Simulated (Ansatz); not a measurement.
# InAs: the cost of one run

Computed with Ansatz 0.2.0 (DFT PBEsol, scalar-relativistic, plane waves, PAW, unless a step's input says otherwise).

The COD entry's cell or inner coordinates are ideal or old and differ from later refinements, so a difference from it is no clean test against experiment.

1 further run of the same task is left out (set aside as unsound or not needed).

## 1. The starting structure

The structure is cubic, space group F-43m (No. 216). The conventional cell has a = 6.087 Å, b = 6.087 Å, c = 6.087 Å, α = 90.00°, β = 90.00°, γ = 90.00°. Around In (site symmetry -43m) lie 4 As at 2.64 Å. As (site symmetry -43m) has 4 In at 2.64 Å as nearest neighbours.

Structure file:

```
CELL_PARAMETERS angstrom
0.00000 3.04373 3.04373
3.04373 0.00000 3.04373
3.04373 3.04373 0.00000
ATOMIC_POSITIONS crystal
In 0.00000 0.00000 0.00000
As 0.75000 0.75000 0.75000
```

This cell was relaxed beforehand with the same method: volume 28.20 Å³/atom, gap on the mesh none (metal).

## 2. The cell under 9 GPa

At a set pressure the run lowers the enthalpy E + PV, so the energy alone may rise along the way.

input.yaml

```yaml
crystal:
  lattice:
    - [0.0, 3.0437329617, 3.0437329617]
    - [3.0437329617, 0.0, 3.0437329617]
    - [3.0437329617, 3.0437329617, 0.0]
  atoms:
    - { symbol: In, position: [0.0, 0.0, 0.0] }
    - { symbol: As, position: [0.75, 0.75, 0.75] }
basis:
  ecutwfc: 420
kpoints:
  mp_grid: { grid: [12, 12, 12] }
hamiltonian:
  xc: pbesol
scf:
  occupations: { method: fermi_dirac, width: 0.15 }
output:
  forces: true
  stress: true
  eigenvalues: true
  write_density: true
  write_potential: true
  elf: true
  volumetric_format: npy
relax:
  adjacent_minimum: "off"
  f_tol: 0.001
  max_steps: 60
  cell: { stress_tol: 0.02, p_target: 9.0 }
```

Run with:

```sh
$ ansatz run input.yaml --threads 1 --pin off --max-ram 3072MiB --backend cpu --events-out ev --progress --plain --runs-dir out
```

**Question.** How long does this run take on 1 thread of Intel Xeon at 2.50GHz (Skylake/Cascade Lake), shared host, and how much memory does it need?

About 2.3 min, with a peak of 0.43 GiB.
